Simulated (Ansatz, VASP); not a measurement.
## Two plane-wave programs on Sn

The input INCAR:

```
SYSTEM = Sn
PREC = Accurate
ENCUT = 520
EDIFF = 1E-6
ISMEAR = -1
SIGMA = 0.02
LREAL = .False.
LASPH = .True.
NELM = 100
ALGO = Normal
ISIF = 2
LWAVE = .False.
LCHARG = .False.
GGA = PE
NBANDS = 21
```

Contents of KPOINTS:

```
Automatic mesh
0
Gamma
  6 6 6
  0 0 0
```

POSCAR

```
Sn
1.0
    0.0000000000      3.2844597792      3.3005536321
    3.2844597792      0.0000000000      3.3005536321
    3.2844597792      3.2844597792      0.0000000000
Sn
2
Direct
    0.0000000000      0.0000000000      0.0000000000
    0.2500000000      0.2500000000      0.2500000000
```

Input for Ansatz:

```yaml
crystal:
  lattice:
    - [0.0, 3.2844597792, 3.3005536321]
    - [3.2844597792, 0.0, 3.3005536321]
    - [3.2844597792, 3.2844597792, 0.0]
  atoms:
    - { symbol: Sn, position: [0.0, 0.0, 0.0] }
    - { symbol: Sn, position: [0.25, 0.25, 0.25] }
kpoints:
  mp_grid: { grid: [6, 6, 6] }
  band_path:
    path:
      - [0.0, 0.0, 0.0]
      - [0.5, 0.0, 0.5]
      - [0.625, 0.25, 0.625]
      - [0.375, 0.375, 0.75]
      - [0.5, 0.5, 0.5]
      - [0.5, 0.25, 0.75]
      - [0.0, 0.0, 0.5]
    npoints: 1
hamiltonian:
  xc: pbe
scf:
  occupations: { method: fermi_dirac, width: 0.02 }
  n_extra_bands: 4
output:
  forces: true
  stress: true
  eigenvalues: true
```

Change from the starting cell: uniaxial_z strain +0.5%.

Alike in both runs: task single point; functional PBE; k mesh 6 × 6 × 6; occupations fermi-dirac, width 0.02 eV; no spin polarisation.

|  | VASP | Ansatz |
| --- | --- | --- |
| version | VASP 6.6.1 | Ansatz 0.2.0 |
| potentials or method | VASP PAW PBE potentials, release 64 (Sn_d) | plane waves, PAW |
| plane-wave cutoff (eV) | 520 | 420 |
| valence electrons in the cell | 28 | 28 |

```csv
,VASP,Ansatz,Ansatz less VASP
pressure (GPa),1.3,1.4,+0.05
largest component of the traceless stress (GPa),0.10,0.10,0.000
```

With one functional, cell and mesh, what is left measures potentials, basis and numerics.
